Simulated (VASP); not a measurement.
# N (P6_3/mmc) in VASP: settings compared, part 2 of 2

VASP 6.6.1. Earlier steps stand in the parts before.

## Step 3: Single point, PBE

run.py reads:

```python
from ase.calculators.vasp import Vasp
from ase.dft.bandgap import bandgap
from ase.io import read

atoms = read('N.cif')
calc = Vasp(
    directory='calc',
    xc='pbe',
    pp='PBE',
    setups='recommended',
    pp_version='54',
    prec='Accurate',
    encut=520,
    ediff=1e-06,
    ismear=0,
    sigma=0.05,
    lreal=False,
    lasph=True,
    nelm=80,
    algo='Normal',
    isif=2,
    lwave=False,
    lcharg=False,
    kpts=[12, 12, 11],
    gamma=True,
)
atoms.calc = calc

print('energy (eV):', atoms.get_potential_energy())
print('free energy (eV):', atoms.get_potential_energy(force_consistent=True))
print('forces (eV/A):')
print(atoms.get_forces())
print('stress (eV/A^3, Voigt):', atoms.get_stress())
print('Fermi level (eV):', calc.get_fermi_level())
gap, top, bottom = bandgap(calc)
print('band gap (eV):', gap, 'from (spin, k, band)', top, 'to', bottom)
```

N.cif reads:

```cif
data_N
_cell_length_a 2.51947379
_cell_length_b 2.51947379
_cell_length_c 2.44600200
_cell_angle_alpha 90.00000000
_cell_angle_beta 90.00000000
_cell_angle_gamma 120.00000000
_space_group_name_H-M_alt 'P1'
_space_group_name_Hall 'P 1'
_space_group_IT_number 1
loop_
_space_group_symop_operation_xyz
'x,y,z'
loop_
_atom_site_label
_atom_site_type_symbol
_atom_site_symmetry_multiplicity
_atom_site_Wyckoff_symbol
_atom_site_fract_x
_atom_site_fract_y
_atom_site_fract_z
_atom_site_occupancy
N1 N 1 a 0.3333333333 0.6666666667 0.7500000000 1
N2 N 1 a 0.6666666667 0.3333333333 0.2500000000 1
```

Potentials or basis: VASP PAW PBE potentials, release 54 (N).

Started as:

```
$ python run.py
```

Log:

```text
energy (eV): -9.39627098
free energy (eV): -9.39730649
forces (eV/A):
[[-0.  0.  0.]
 [ 0. -0.  0.]]
stress (eV/A^3, Voigt): [-0.08801394 -0.08801394 -0.01363382 -0.         -0.         -0.        ]
Fermi level (eV): 7.03859199
band gap (eV): 0.0 from (spin, k, band) (None, None, None) to (None, None, None)
```

OUTCAR:

```text
ENCUT = 520.000000
   EDIFF = 1.00e-06
   GGA = PE
   PREC = Accurate
   ISIF = 2
   ISMEAR = 0
[... 514 lines left out ...]
     -0.00000      1.45462      1.83450        -0.000000      0.000000      0.000000
      1.25974      0.72731      0.61150         0.000000     -0.000000      0.000000
 -----------------------------------------------------------------------------------
    total drift:                               -0.000000      0.000000     -0.000000

  FREE ENERGIE OF THE ION-ELECTRON SYSTEM (eV)
  ---------------------------------------------------
  free  energy   TOTEN  =        -9.3973064908 eV

  energy  without entropy=       -9.3952354733  energy(sigma->0) =       -9.39627098
```

INCAR:

```text
ENCUT = 520.000000
SIGMA = 0.050000
EDIFF = 1.00e-06
ALGO = Normal
GGA = PE
PREC = Accurate
ISIF = 2
ISMEAR = 0
NELM = 80
LASPH = .TRUE.
LCHARG = .FALSE.
LWAVE = .FALSE.
LREAL = .FALSE.
```

Wall time 12 s (1 thread of Intel Xeon Platinum 8488C (Sapphire Rapids), shared host); peak memory 0.12 GiB.

What came out:

```
Free energy            : -9.3973 eV
Pressure               : 10.1 GPa
Band gap on the k mesh : none (metal or under the smearing width)
```

Levels at points of the mesh, in eV from the Fermi level:
```
           k point  band 1  band 2  band 3  band 4  band 5  band 6  band 7  band 8  band 9
(0.00, 0.00, 0.00)  -22.06   -5.76   -4.79   -2.36   -2.36    2.82    2.82    6.14   14.61
(0.50, 0.00, 0.00)  -17.45  -14.49   -4.99   -2.26   -1.51    1.71    2.71    5.08   13.68
```

## Step 4: Atomic charges, LDA

INCAR reads:

```
  PREC = Accurate
  ENCUT = 520
  EDIFF = 1E-6
  ISMEAR = -1
  SIGMA = 0.02
  LREAL = False
  LASPH = True
  NELM = 60
  ALGO = Normal
  ISIF = 2
  LWAVE = False
  LCHARG = False
  GGA = CA
  LORBIT = 11
```

KPOINTS reads:

```
regular mesh
0
Gamma
  12 12 11
```

POSCAR reads:

```
N
1.0
    2.5194737886      0.0000000000      0.0000000000
   -1.2597368943      2.1819283051      0.0000000000
    0.0000000000      0.0000000000      2.4460020000
N
2
Direct
    0.3333333333      0.6666666667      0.7500000000
    0.6666666667      0.3333333333      0.2500000000
```

Potentials or basis: VASP PAW LDA potentials, release 64 (N).

Started as:

```
$ cat potpaw_LDA.64/N/POTCAR > POTCAR
$ mpirun -np 1 vasp_std > vasp.out
```

Run time: 6.1 s. Hardware: 1 thread of Intel Xeon Platinum 8488C (Sapphire Rapids), shared host; peak memory 0.11 GiB.

Results (log left out):

* Free energy: -11.3734 eV
* Pressure: -6.9 GPa
* Band gap on the k mesh: none (metal or under the smearing width)
* Valence electrons inside the program's atomic spheres: N 3.35

Stress tensor (GPa, compression positive):
```
 -2.54   0.00   0.00
  0.00  -2.54   0.00
  0.00   0.00 -15.70
```

Levels at points of the mesh, in eV from the Fermi level:
```
           k point  band 1  band 2  band 3  band 4  band 5  band 6  band 7  band 8  band 9
(0.00, 0.00, 0.00)  -21.95   -5.35   -4.86   -2.39   -2.39    2.76    2.76    6.04   14.31
(0.50, 0.00, 0.00)  -17.28  -14.39   -5.04   -2.15   -1.57    1.64    2.71    5.03   13.35
```

## Step 5: Single point, PBE

INCAR reads:

```
PREC     = Accurate       # precision mode
ENCUT    = 450            # plane-wave cutoff, eV
EDIFF    = 1E-6           # SCF threshold, eV
ISMEAR   = 0              # smearing method
SIGMA    = 0.02           # smearing width, eV
LREAL    = F              # projectors in reciprocal space
LASPH    = T              # aspherical terms in the spheres
NELM     = 100            # most SCF steps
ALGO     = Normal         # electronic algorithm
ISIF     = 2              # what is computed and relaxed
LWAVE    = F              # write WAVECAR
LCHARG   = F              # write CHGCAR
GGA      = PE             # functional
```

KPOINTS reads:

```
Automatic mesh
0
Gamma
  8 8 7
```

POSCAR is that of step 4.

Potentials or basis: VASP PAW PBE potentials, release 64 (N_GW).

Started as:

```
$ cat potpaw_PBE.64/N_GW/POTCAR > POTCAR
$ mpirun -np 1 vasp_std > vasp.out
```

It used 2.1 s of CPU time on 1 thread of Intel(R) Xeon(R) Platinum 8559C (Emerald Rapids), with other jobs on the host, which was overloaded at the time.

Results (log left out):

| Property | Result |
| --- | --- |
| Free energy | -9.4387 eV |
| Band gap on the k mesh | none (metal or under the smearing width) |

Levels at points of the mesh, in eV from the Fermi level:
```tsv
k point	band 3	band 4	band 5	band 6	band 7	band 8
(0.00, 0.00, 0.00)	-4.78	-2.35	-2.35	2.84	2.84	6.16
(0.50, 0.00, 0.00)	-4.97	-2.25	-1.49	1.74	2.73	5.10
```

Caveat: the k mesh is coarse (spacing up to 0.37 Å⁻¹), so the values aren't converged; the cutoff is under 1.25 times the usual one of these potentials, so pressure, stress and relaxed cells hold a basis-set (Pulay) error.

## Step 6: Single point, PBE

INCAR reads:

```
SYSTEM = N
ALGO = Fast
EDIFF = 1E-7
ENCUT = 450
GGA = PE
ISIF = 2
ISMEAR = 0
LASPH = .True.
LCHARG = .True.
LELF = .True.
LREAL = .False.
LVHAR = .True.
LWAVE = .False.
NBANDS = 12
NELM = 80
PREC = Accurate
SIGMA = 0.02
```

KPOINTS reads:

```
k-points
0
Gamma
  6 6 6
  0 0 0
```

POSCAR is that of step 5.

Potentials or basis: VASP PAW PBE potentials, release 64 (N_GW).

Started as:

```
$ cat potpaw_PBE.64/N_GW/POTCAR > POTCAR
$ mpirun -np 1 vasp_std > vasp.out
```

It took 3.7 s on 1 thread of Intel Xeon Platinum 8488C (Sapphire Rapids), shared host; peak memory 0.11 GiB.

It converged, with:

```
Free energy            : -9.4373 eV
Band gap on the k mesh : none (metal or under the smearing width)
```

Levels at points of the mesh, in eV from the Fermi level:
```csv
k point,band 1,band 2,band 3,band 4,band 5,band 6,band 7,band 8,band 9,band 10
"(0.00, 0.00, 0.00)",-21.96,-5.65,-4.69,-2.25,-2.25,2.93,2.93,6.26,14.70,18.24
"(0.50, 0.00, 0.00)",-17.35,-14.38,-4.88,-2.15,-1.39,1.83,2.82,5.20,13.79,24.22
"(0.00, 0.00, 0.50)",-17.02,-17.02,0.69,0.69,0.69,0.69,2.17,2.17,21.83,21.83
"(0.50, 0.00, 0.50)",-13.22,-13.22,-8.49,-8.49,-0.66,-0.66,4.14,4.14,19.46,19.46
```

Caveat: the k mesh is coarse (spacing up to 0.48 Å⁻¹), so the values aren't converged; the cutoff is under 1.25 times the usual one of these potentials, so pressure, stress and relaxed cells hold a basis-set (Pulay) error.

## Step 7: For comparison

An earlier run on the cell as given: functional PBE; potentials or basis VASP PAW PBE potentials, release 64 (N); cutoff 520 eV; k mesh 12 × 12 × 11; occupations fermi-dirac, width 0.05 eV; no spin polarisation.

* Pressure: 10.2 GPa
* Band gap on the k mesh: none (metal or under the smearing width)

## Step 8: Overview

| task | level | potentials or basis | k mesh | cutoff (eV) | smearing | mesh quality | gap on the mesh (eV) | pressure (GPa) |
| --- | --- | --- | --- | --- | --- | --- | --- | --- |
| single point | PBE | VASP PAW PBE potentials, release 54 (N) | 12 × 12 × 11 | 520 | gaussian 0.05 eV | not flagged | none | 10.1 |
| atomic charges | LDA | VASP PAW LDA potentials, release 64 (N) | 12 × 12 × 11 | 520 | fermi-dirac 0.02 eV | not flagged | none | -6.9 |
| single point | PBE | VASP PAW PBE potentials, release 64 (N_GW) | 8 × 8 × 7 | 450 | gaussian 0.02 eV | coarse | none | - |
| single point | PBE | VASP PAW PBE potentials, release 64 (N_GW) | 6 × 6 × 6 | 450 | gaussian 0.02 eV | coarse | none | - |
| single point | PBE | VASP PAW PBE potentials, release 64 (N) | 12 × 12 × 11 | 520 | fermi-dirac 0.05 eV | not flagged | none | 10.2 |

Alike in all rows: no spin polarisation; cell as given.

Caveats: some runs use coarse meshes; the cutoff is under 1.25 times the usual one of these potentials, so pressure, stress and relaxed cells hold a basis-set (Pulay) error (some runs).

Absolute energies hang on the potentials; compare differences alone.
